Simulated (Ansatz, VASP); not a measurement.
**Two plane-wave programs on SiC**

Contents of INCAR:

```
PREC = Accurate
ENCUT = 520
EDIFF = 1E-6
ISMEAR = 0
SIGMA = 0.05
LREAL = F
LASPH = T
NELM = 100
ALGO = Normal
ISIF = 2
LWAVE = F
LCHARG = T
GGA = PE
LELF = T
LVHAR = T
NBANDS = 11
```

File KPOINTS:

```
regular mesh
0
Gamma
  10 10 10
```

File POSCAR:

```
SiC
1.0
    0.0000000000      2.0803708902      2.1898640950
    2.0803708902      0.0000000000      2.1898640950
    2.0803708902      2.0803708902      0.0000000000
Si C
1 1
Direct
    0.0000000000      0.0000000000      0.0000000000
    0.7500000000      0.7500000000      0.7500000000
```

Input for Ansatz:

```yaml
crystal:
  lattice:
    - [0.0, 2.0803708902, 2.189864095]
    - [2.0803708902, 0.0, 2.189864095]
    - [2.0803708902, 2.0803708902, 0.0]
  atoms:
    - { symbol: Si, position: [0.0, 0.0, 0.0] }
    - { symbol: C, position: [0.75, 0.75, 0.75] }
basis:
  ecutwfc: 420
kpoints:
  mp_grid: { grid: [10, 10, 10] }
hamiltonian:
  xc: pbe
scf:
  occupations: { method: gaussian, width: 0.05 }
output:
  forces: true
  stress: true
  eigenvalues: true
```

Change from the starting cell: strain -0.050 along x and y, +0.000 along z, atoms carried along.

Alike in both runs: task single point; functional PBE; k mesh 10 × 10 × 10; occupations gaussian, width 0.05 eV; no spin polarisation.

```csv
,VASP,Ansatz
version,VASP 6.6.1,Ansatz 0.2.0
potentials or method,"VASP PAW PBE potentials, release 64 (Si, C)","scalar-relativistic, plane waves, PAW"
plane-wave cutoff (eV),520,420
valence electrons in the cell,8,8
```

```csv
,VASP,Ansatz,Ansatz less VASP
gap on the k mesh at the Fermi level (eV),0.99,0.99,+0.003
least direct gap on the mesh (eV),4.57,4.57,+0.007
pressure (GPa),26.3,26.4,+0.11
largest component of the traceless stress (GPa),9.93,9.90,-0.031
```

Caveats: so large a pressure means that the cell lies far from this level's equilibrium, or that cutoff or potentials fall short (VASP). A k mesh can miss the band edges.
